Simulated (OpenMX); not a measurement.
## Au in OpenMX: the effect of biaxial strain

Au:

```xyz
1
Lattice="2.6385 0.0000 0.0000 0.0000 2.6385 0.0000 0.0000 0.0000 2.7484" Properties=species:S:1:pos:R:3 pbc="T T T"
Au    1.3192    1.3192    1.3742
```

The cell was built by a generator and needn't be a form met in nature.

Alike in all runs:

| Property | Result |
| --- | --- |
| Program | OpenMX 3.8.5 |
| Task | single point |
| Functional | PBE |
| Potentials or basis | OpenMX 2013 PBE set, Au7.0-s3p2d2f1, grid cutoff 400 Ry |
| k mesh | 7 × 7 × 7 |
| Occupations | fermi-dirac, width 0.05 eV |
| Spin | no spin polarisation |

```tsv
biaxial strain	pressure (GPa)
-4 %	13.5
-2 %	6.4
0 %	1.1
2 %	-2.8
4 %	?
```

Question: What does the run with biaxial strain 4 % give?

Answer: Pressure -5.6 GPa.

Worked out: A parabola through the other rows of the pressure, of slope -0.71 GPa per % there, extrapolates to -5.0 GPa, against the run's -5.6.

Caveats: the basis of atomic orbitals isn't converged, which shifts pressures, moduli and gaps.
